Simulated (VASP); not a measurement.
# SiO2 (Quartz): zone-centre modes, functional by functional, part 2 of 4

How much do the zone-centre frequencies of SiO2 (Quartz) depend on the functional? The starting structure is a measured crystal structure from the Crystallography Open Database.

VASP 6.6.1.

## Step 2: Modes with LDA (continued)

Level of this step: LDA; plane waves and PAW (Si, O) (VASP).

Parts of OUTCAR (step 2):

```text
ion  position               nearest neighbor table
   1  0.465  0.465  0.000-   9 1.61   6 1.61   5 1.61   8 1.61   2 3.04   2 3.04   3 3.04   3 3.04

  LATTYP: Found a hexagonal cell.
 ALAT       =     4.8731983454
 C/A-ratio  =     1.1028778742

 Subroutine GETGRP returns: Found  6 space group operations
 (whereof  2 operations were pure point group operations)

The static configuration has the point symmetry C_2 .
 The point group associated with its full space group is D_3 .

 Found     24 irreducible k-points:

   k-points           NKPTS =     24   k-points in BZ     NKDIM =     24   number of bands    NBANDS=     33

   dimension x,y,z NGX =    36 NGY =   36 NGZ =   40
   dimension x,y,z NGXF=    72 NGYF=   72 NGZF=   80

   ENCUT  =  520.0 eV  38.22 Ry    6.18 a.u.   9.06  9.06  9.99*2*pi/ulx,y,z

   NELECT =      48.0000    total number of electrons

 k-points in reciprocal lattice and weights: Automatic mesh
   0.00000000  0.00000000  0.00000000       0.007
   0.16666667 -0.00000000  0.00000000       0.042
   0.33333333  0.00000000  0.00000000       0.042
   0.50000000  0.00000000  0.00000000       0.021
   0.16666667  0.16666667  0.00000000       0.042
   0.33333333  0.16666667  0.00000000       0.083
   0.33333333  0.33333333  0.00000000       0.014
   0.00000000  0.00000000  0.25000000       0.014
   0.16666667 -0.00000000  0.25000000       0.042
[...]
0.33333333  0.16666667  0.50000000       0.083
   0.33333333  0.33333333  0.50000000       0.014

 average (electrostatic) potential at core
       1 -87.9115       2 -87.9439       3 -87.8869       4 -73.3045       5 -73.3316
       6 -73.2981       7 -73.3238       8 -73.3041       9 -73.3296

 E-fermi :   1.2143

 k-point     1 :       0.0000    0.0000    0.0000
  band No.  band energies     occupation
    ...
     20      -0.0102      2.00000
     21       0.0117      2.00000
     22       0.1944      2.00000
     23       0.7383      2.00000
     24       0.7466      2.00000
     25       6.8400      0.00000
     26      10.0348      0.00000
     27      10.0561      0.00000
     28      10.6971      0.00000
     29      10.7319      0.00000
    ...

 k-point     2 :       0.1667   -0.0000    0.0000
  band No.  band energies     occupation
    ...
     20      -0.0715      2.00000
     21       0.0260      2.00000
     22       0.1429      2.00000
     23       0.7830      2.00000
     24       0.8249      2.00000
     25       7.2778      0.00000
     26      10.0840      0.00000
     27      10.1319      0.00000
     28      10.6398      0.00000
     29      10.8253      0.00000
    ...

 k-point     3 :       0.3333    0.0000    0.0000
  band No.  band energies     occupation
    ...
     20      -0.0896      2.00000
     21       0.0051      2.00000
     22       0.2264      2.00000
     23       0.7957      2.00000
     24       0.9456      2.00000
     25       8.3013      0.00000
     26      10.1758      0.00000
     27      10.2010      0.00000
     28      10.6823      0.00000
     29      11.1356      0.00000
    ...

  Total        0.0956214     -0.0802862     -0.2630340      0.1180389     -0.1593135      0.0780953
  in kB        1.3860069     -1.1637269     -3.8126073      1.7109430     -2.3092065      1.1319701
  external PRESSURE =      -1.1967757 kB  Pullay stress =       0.0000000 kB

  energy-cutoff  :      520.00
  volume of cell :      110.54
      direct lattice vectors                 reciprocal lattice vectors
     4.873198345  0.000000000  0.000000000     0.205204042  0.118474609  0.000000000
    -2.436599173  4.220313565  0.000000000     0.000000000  0.236949218  0.000000000
     0.000000000  0.000000000  5.374542632     0.000000000  0.000000000  0.186062344

 POSITION                                       TOTAL-FORCE (eV/Angst)
 -----------------------------------------------------------------------------------
      1.13218      1.96099      0.00000         0.010241     -0.018109      0.045894
     -1.30442      2.25933      3.58303         0.001363     -0.161877     -0.208965
      2.60884      0.00000      1.79151        -0.076190     -0.092487     -0.097344
      3.54038      1.16504      2.38102         0.108430      0.337275      0.375278
      2.09405      2.48353      4.18754         0.021919     -0.013065     -0.030212
      1.67537      0.57174      0.60451        -0.033164     -0.004367     -0.030814
     -0.76123      3.64858      2.97852        -0.000348     -0.007202      0.014683
      1.10378      3.05527      1.18700        -0.003472     -0.028798     -0.019610
     -0.34255      1.73678      4.77003        -0.028780     -0.011369     -0.048910
 -----------------------------------------------------------------------------------
    total drift:                                0.000497      0.000501      0.000642

  FREE ENERGIE OF THE ION-ELECTRON SYSTEM (eV)
  ---------------------------------------------------
  free  energy   TOTEN  =       -77.9061774254 eV

  energy  without entropy=      -77.9061774254  energy(sigma->0) =      -77.90617743

 Eigenvectors and eigenvalues of the dynamical matrix
 ----------------------------------------------------

   1 f  =   34.437627 THz   216.377992 2PiTHz 1148.715591 cm-1   142.422518 meV
             X         Y         Z           dx          dy          dz
      1.132177  1.960988  0.000000    -0.081549    0.044533   -0.259823
     -1.304422  2.259325  3.583028    -0.081537   -0.044525    0.259784
      2.608844  0.000000  1.791514    -0.004416    0.000014    0.000039
      3.540376  1.165045  2.396024    -0.133221   -0.332661   -0.269248
      2.094052  2.483533  4.187539     0.024060   -0.015484   -0.008848
      1.675370  0.571736  0.604510     0.220104   -0.310282    0.278095
     -0.761230  3.648578  2.978518     0.220138    0.310320   -0.278135
      1.103777  3.055269  1.187004    -0.133193    0.332607    0.269204
     -0.342547  1.736780  4.770032     0.024171    0.015470    0.008931

   2 f  =   34.437627 THz   216.377992 2PiTHz 1148.715591 cm-1   142.422518 meV
             X         Y         Z           dx          dy          dz
      1.132177  1.960988  0.000000     0.044519   -0.030119    0.149963
     -1.304422  2.259325  3.583028    -0.044540   -0.030131    0.150032
      2.608844  0.000000  1.791514    -0.000001   -0.107252   -0.299995
      3.540376  1.165045  2.396024     0.106290    0.207183    0.165666
      2.094052  2.483533  4.187539     0.423468    0.049902   -0.316009
      1.675370  0.571736  0.604510     0.128669   -0.146142    0.150342
     -0.761230  3.648578  2.978518    -0.128612   -0.146060    0.150269
      1.103777  3.055269  1.187004    -0.106325    0.207270    0.165737
     -0.342547  1.736780  4.770032    -0.423462    0.049906   -0.316006

   3 f  =   32.545240 THz   204.487775 2PiTHz 1085.592362 cm-1   134.596238 meV
             X         Y         Z           dx          dy          dz
      1.132177  1.960988  0.000000     0.137239    0.237705    0.000000
     -1.304422  2.259325  3.583028     0.137239   -0.237705   -0.000000
      2.608844  0.000000  1.791514    -0.274478   -0.000000   -0.000000
      3.540376  1.165045  2.396024     0.111266    0.259353    0.222156
      2.094052  2.483533  4.187539    -0.280239   -0.033318    0.222156
      1.675370  0.571736  0.604510     0.168973   -0.226035    0.222156
     -0.761230  3.648578  2.978518     0.168973    0.226035   -0.222156
      1.103777  3.055269  1.187004     0.111266   -0.259353   -0.222156
     -0.342547  1.736780  4.770032    -0.280239    0.033318   -0.222156

   4 f  =   32.400705 THz   203.579636 2PiTHz 1080.771198 cm-1   133.998490 meV
             X         Y         Z           dx          dy          dz
      1.132177  1.960988  0.000000    -0.090966    0.052519   -0.270062
     -1.304422  2.259325  3.583028     0.090966    0.052519   -0.270062
      2.608844  0.000000  1.791514     0.000000   -0.105038   -0.270062
      3.540376  1.165045  2.396024     0.136158    0.272268    0.178927
      2.094052  2.483533  4.187539    -0.303869   -0.018218    0.178927
      1.675370  0.571736  0.604510     0.167712   -0.254050    0.178927
     -0.761230  3.648578  2.978518    -0.167712   -0.254050    0.178927
      1.103777  3.055269  1.187004    -0.136158    0.272268    0.178927
     -0.342547  1.736780  4.770032     0.303869   -0.018218    0.178927

   5 f  =   32.086925 THz   201.608096 2PiTHz 1070.304611 cm-1   132.700799 meV
             X         Y         Z           dx          dy          dz
      1.132177  1.960988  0.000000    -0.064019    0.228495    0.053335
     -1.304422  2.259325  3.583028     0.064034    0.228498    0.053340
      2.608844  0.000000  1.791514     0.000005    0.339394   -0.106676
      3.540376  1.165045  2.396024    -0.139478   -0.295328   -0.264086
      2.094052  2.483533  4.187539     0.020930    0.036213   -0.010317
      1.675370  0.571736  0.604510     0.227849   -0.268475    0.274403
     -0.761230  3.648578  2.978518    -0.227854   -0.268483    0.274410
      1.103777  3.055269  1.187004     0.139475   -0.295317   -0.264077
     -0.342547  1.736780  4.770032    -0.020950    0.036216   -0.010333

   6 f  =   32.086925 THz   201.608096 2PiTHz 1070.304611 cm-1   132.700799 meV
             X         Y         Z           dx          dy          dz
      1.132177  1.960988  0.000000    -0.302430    0.064033    0.092385
     -1.304422  2.259325  3.583028    -0.302427   -0.064021   -0.092383
      2.608844  0.000000  1.791514    -0.191531    0.000009   -0.000003
      3.540376  1.165045  2.396024     0.056399    0.212345    0.164383
      2.094052  2.483533  4.187539     0.387940    0.051938   -0.310896
      1.675370  0.571736  0.604510     0.083252   -0.154982    0.146513
     -0.761230  3.648578  2.978518     0.083240    0.154968   -0.146499
      1.103777  3.055269  1.187004     0.056406   -0.212361   -0.164397
     -0.342547  1.736780  4.770032     0.387939   -0.051936    0.310896

   7 f  =   23.727225 THz   149.082552 2PiTHz  791.455037 cm-1    98.127874 meV
             X         Y         Z           dx          dy          dz
      1.132177  1.960988  0.000000     0.405695    0.393516   -0.078338
     -1.304422  2.259325  3.583028    -0.405766    0.393135   -0.078466
      2.608844  0.000000  1.791514     0.000295   -0.309421    0.156804
      3.540376  1.165045  2.396024     0.126488   -0.000849   -0.071831
      2.094052  2.483533  4.187539     0.137406   -0.203475    0.125332
      1.675370  0.571736  0.604510    -0.043532   -0.111617   -0.053501
     -0.761230  3.648578  2.978518     0.043439   -0.111438   -0.053394
      1.103777  3.055269  1.187004    -0.126686   -0.000830   -0.071928
     -0.342547  1.736780  4.770032    -0.137413   -0.203466    0.125322

   8 f  =   23.727225 THz   149.082552 2PiTHz  791.455037 cm-1    98.127874 meV
             X         Y         Z           dx          dy          dz
      1.132177  1.960988  0.000000    -0.075363    0.405546    0.135833
     -1.304422  2.259325  3.583028    -0.074981   -0.405916   -0.135759
      2.608844  0.000000  1.791514     0.627574    0.000145   -0.000074
      3.540376  1.165045  2.396024    -0.209779   -0.020420    0.103249
      2.094052  2.483533  4.187539    -0.007152   -0.009502    0.010583
      1.675370  0.571736  0.604510    -0.099010   -0.190441   -0.113832
     -0.761230  3.648578  2.978518    -0.099051    0.190545    0.113883
      1.103777  3.055269  1.187004    -0.209660    0.020421   -0.103182
     -0.342547  1.736780  4.770032    -0.007023    0.009693   -0.010701

   9 f  =   23.071992 THz   144.965601 2PiTHz  769.598814 cm-1    95.418049 meV
             X         Y         Z           dx          dy          dz
      1.132177  1.960988  0.000000     0.454474   -0.262390   -0.159056
     -1.304422  2.259325  3.583028    -0.454474   -0.262390   -0.159056
      2.608844  0.000000  1.791514    -0.000000    0.524781   -0.159056
      3.540376  1.165045  2.396024    -0.071361   -0.011212    0.105365
      2.094052  2.483533  4.187539     0.045390   -0.056194    0.105365
      1.675370  0.571736  0.604510     0.025971    0.067407    0.105365
     -0.761230  3.648578  2.978518    -0.025971    0.067407    0.105365
      1.103777  3.055269  1.187004     0.071361   -0.011212    0.105365
     -0.342547  1.736780  4.770032    -0.045390   -0.056194    0.105365

  10 f  =   20.739684 THz   130.311278 2PiTHz  691.801395 cm-1    85.772403 meV
             X         Y         Z           dx          dy          dz
      1.132177  1.960988  0.000000     0.139914    0.009448    0.315717
     -1.304422  2.259325  3.583028    -0.139451    0.009875    0.314048
      2.608844  0.000000  1.791514    -0.000138   -0.232275   -0.629765
      3.540376  1.165045  2.396024     0.122784   -0.077655   -0.143040
      2.094052  2.483533  4.187539    -0.213143   -0.022424    0.061381
      1.675370  0.571736  0.604510     0.002652    0.240882    0.081659
    [... 204 further lines ...]
     -0.761230  3.648578  2.978518    -0.263887   -0.136758    0.000894
      1.103777  3.055269  1.187004    -0.265369   -0.138029    0.000171
     -0.342547  1.736780  4.770032    -0.263527   -0.138677   -0.001065

 ELASTIC MODULI CONTR FROM IONIC RELAXATION (kBar)
 Direction    XX          YY          ZZ          XY          YZ          ZX
 --------------------------------------------------------------------------------
 XX       -2810.4621   -848.7885  -1395.0072      0.0000    382.4827     -0.0000
 YY        -848.7885  -2810.4621  -1395.0072      0.0000   -382.4827     -0.0000
 ZZ       -1395.0072  -1395.0072  -2156.2209      0.0000      0.0000     -0.0000
 XY           0.0000      0.0000      0.0000   -980.8368      0.0000    382.4827
 YZ         382.4827   -382.4827      0.0000      0.0000  -1288.3500     -0.0000
 ZX          -0.0000     -0.0000     -0.0000    382.4827     -0.0000  -1288.3500
 --------------------------------------------------------------------------------

 total charge
# of ion       s       p       d       tot
------------------------------------------
    1        0.656   1.026   0.000   1.681
    2        0.656   1.026   0.000   1.681
    3        0.656   1.026   0.000   1.681
    4        1.541   3.683   0.000   5.224
    5        1.541   3.683   0.000   5.224
    6        1.541   3.683   0.000   5.224
    7        1.541   3.683   0.000   5.224
    8        1.541   3.683   0.000   5.224
    9        1.541   3.683   0.000   5.224
--------------------------------------------------
tot         11.211  25.175   0.000  36.386

[... 3 further parts left out ...]
```

The last energy, forces, stress and levels in OUTCAR belong to the last displaced cell, not to the cell of POSCAR.

LDA: the zone-centre modes are at the top E (8) 1148.7, A1 (4) 1085.6, A2 (4) 1080.8, E (7) 1070.3 cm⁻¹, at the bottom A1 (2) 337.6, E (2) 255.2, A1 (1) 223.7, E (1) 129.0 cm⁻¹, with 8 more of the listed ones between.

## Step 3: Modes with LDA at the measured cell

The atoms were first relaxed in the fixed cell, in a run that isn't shown.

The input, INCAR:

```
SYSTEM = SiO2
PREC = Accurate
ENCUT = 520
EDIFF = 1E-08
NELM = 100
ISMEAR = 0
SIGMA = 0.03
LREAL = .FALSE.
ALGO = Normal
GGA = CA
NBANDS = 33
LORBIT = 11
LWAVE = .FALSE.
LCHARG = .FALSE.
KPAR = 16
IBRION = 6
NFREE = 2
POTIM = 0.015
NSW = 1
ISIF = 2
```

The input, POSCAR:

```
SiO2
1.0
    4.9158000000      0.0000000000      0.0000000000
   -2.4579000000      4.2572076799      0.0000000000
    0.0000000000      0.0000000000      5.4091000000
Si O
3 6
Direct
    0.4687020094      0.4687020094      0.0000000000
    0.0000000000      0.5312979906      0.6666666667
    0.5312979906      0.0000000000      0.3333333333
    0.8559246605      0.2693114893      0.4511609548
    0.7306885107      0.5866131713      0.7844942882
    0.4133868287      0.1440753395      0.1178276215
    0.2693114893      0.8559246605      0.5488390452
    0.5866131713      0.7306885107      0.2155057118
    0.1440753395      0.4133868287      0.8821723785
```

The input, KPOINTS:

```
Automatic mesh
0
Gamma
6 6 4
0 0 0
```

The projector-augmented-wave data sets are Si and O (LDA family, release 64).

On the command line:

```bash
mpirun -np 16 vasp_std
```

Log:

```text
[banner, memory and clock lines left out]
running   16 mpi-ranks, on    1 nodes
[...]
[... a notice as in an earlier step ...]

 LDA part: xc-table for (Slater(with rela. corr.)+CA(PZ))
 , standard interpolation
 POSCAR, INCAR and KPOINTS ok, starting setup
[...]
entering main loop
       N       E                     dE             d eps       ncg     rms          rms(c)
DAV:   1     0.270799882560E+03    0.27080E+03   -0.25374E+04  1592   0.134E+03
DAV:   2    -0.696858745940E+02   -0.34049E+03   -0.32738E+03  2047   0.308E+02
DAV:   3    -0.876107940497E+02   -0.17925E+02   -0.17846E+02  2000   0.749E+01
DAV:   4    -0.878084300965E+02   -0.19764E+00   -0.19744E+00  2000   0.887E+00
[...]
DAV:  13    -0.779064146451E+02   -0.15614E-06   -0.24414E-06  2000   0.863E-03    0.204E-03
DAV:  14    -0.779064147035E+02   -0.58477E-07   -0.70876E-08  1936   0.159E-03    0.898E-04
DAV:  15    -0.779064147093E+02   -0.58135E-08   -0.25393E-08  1672   0.827E-04
   1 F= -.77906415E+02 E0= -.77906415E+02  d E =-.124925E-14
[... from here on, the cycles between the ionic steps are left out ...]
   2 F= -.77901336E+02 E0= -.77901336E+02  d E =-.139398E-15
   3 F= -.77901212E+02 E0= -.77901212E+02  d E =-.363203E-15
   4 F= -.77900987E+02 E0= -.77900987E+02  d E =-.142113E-14
   5 F= -.77900987E+02 E0= -.77900987E+02  d E =-.177523E-15
   6 F= -.77904738E+02 E0= -.77904738E+02  d E =-.586086E-14
   7 F= -.77904712E+02 E0= -.77904712E+02  d E =-.143239E-17
   8 F= -.77902605E+02 E0= -.77902605E+02  d E =-.126877E-14
   9 F= -.77902601E+02 E0= -.77902601E+02  d E =-.153055E-14
  10 F= -.77903546E+02 E0= -.77903546E+02  d E =-.109460E-14
  11 F= -.77903598E+02 E0= -.77903598E+02  d E =-.294305E-14
 Finite differences progress:
  Degree of freedom:   5/  5
  Displacement:        2/  2
  Total:              10/ 10
```

It took 4 min on 16 MPI ranks of Intel Xeon Platinum 8488C (Sapphire Rapids), shared host; peak memory 8.2 GiB; 64 min of CPU time.

OUTCAR, selected parts (step 3):

```text
  Total       -0.4264214     -0.6112559     -0.7551832      0.1149128     -0.1504804      0.0775151
  in kB       -6.0353925     -8.6514639    -10.6885520      1.6264277     -2.1298368      1.0971168
  external PRESSURE =      -8.4584695 kB  Pullay stress =       0.0000000 kB

 POSITION                                       TOTAL-FORCE (eV/Angst)
 -----------------------------------------------------------------------------------
      1.15202      1.99536      0.00000         0.008509     -0.018963      0.046901
     -1.30588      2.26185      3.60607        -0.004288     -0.159666     -0.202735
      2.61175      0.00000      1.80303        -0.078786     -0.094680     -0.101866
      3.54561      1.14651      2.42537         0.119374      0.341624      0.373164
      2.15008      2.49733      4.24341         0.022405     -0.014974     -0.031456
      1.67800      0.61336      0.63734        -0.033119     -0.003139     -0.030772
     -0.77990      3.64385      2.96873        -0.000682     -0.008167      0.014683
      1.08771      3.11069      1.16569        -0.003367     -0.030509     -0.020556
     -0.30782      1.75987      4.77176        -0.030045     -0.011526     -0.047364
 -----------------------------------------------------------------------------------
    total drift:                                0.000051      0.000116     -0.000620

  FREE ENERGIE OF THE ION-ELECTRON SYSTEM (eV)
  ---------------------------------------------------
  free  energy   TOTEN  =       -77.9035977813 eV

  energy  without entropy=      -77.9035977813  energy(sigma->0) =      -77.90359778

[... 1 part as in an earlier step ...]

[... 2 further parts left out ...]
[key lines of the parts left out:]
E-fermi :   0.9974
```

The last energy, forces and stress in OUTCAR belong to the last displaced cell, not to that of POSCAR.

With LDA at the measured cell the modes are at the top E (8) 1153.2, A1 (4) 1086.5 cm⁻¹, at the bottom A1 (1) 202.6, E (1) 122.2 cm⁻¹, with 12 more of the listed ones between; the largest shift is -21.1 cm⁻¹, in A1 (1), from LDA.

(Continued in part 3 of 4.)

[Lines on the potential files, build, host, timing and source positions are cut from VASP's logs without a mark.]

[Logs are printed without paths, hosts, clocks, repeated set-up lines and the standing remarks that a program may print on its own settings, such as how far it seeks lower states.]

[Hosts, paths, dates, database ids (printed as entryN), source tags and the programs' standing remarks are cut or masked in the printed files.]
